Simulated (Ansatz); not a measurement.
A distorted cell of InN (zinc blende):

```xyz
2
Lattice="0.0000 2.5577 2.5577 2.5577 0.0000 2.5577 2.5577 2.5577 0.0000" Properties=species:S:1:pos:R:3 pbc="T T T"
N      3.8366     3.8366     3.8366
In     0.0000     0.0000     0.0000
```

Computed with PBE (plane waves to 420 eV, PAW, scalar-relativistic; Ansatz, an electronic-structure program). k mesh 11×11×11 (Γ-centred), Fermi-Dirac smearing 0.05 eV. The energy includes the smearing's −TS. Stress and pressure are positive under compression. At this level the bands of InN touch or barely overlap; measurements give the solid a gap. InN was relaxed with its symmetry unable to fall.

Give the stress tensor in GPa and the pressure.


```
   -4.3      0.0      0.0
    0.0     -4.3      0.0
    0.0      0.0     -4.3
```
The pressure, a third of the trace, is -4.3 GPa.

It is the relaxed cell scaled evenly to V/V₀ = 1.040, atoms relaxed where free. What is its energy relative to the relaxed cell?

9 meV/atom.

(A scan under strain: stresses follow from slopes of the energy per volume, elastic moduli from its curvatures.)
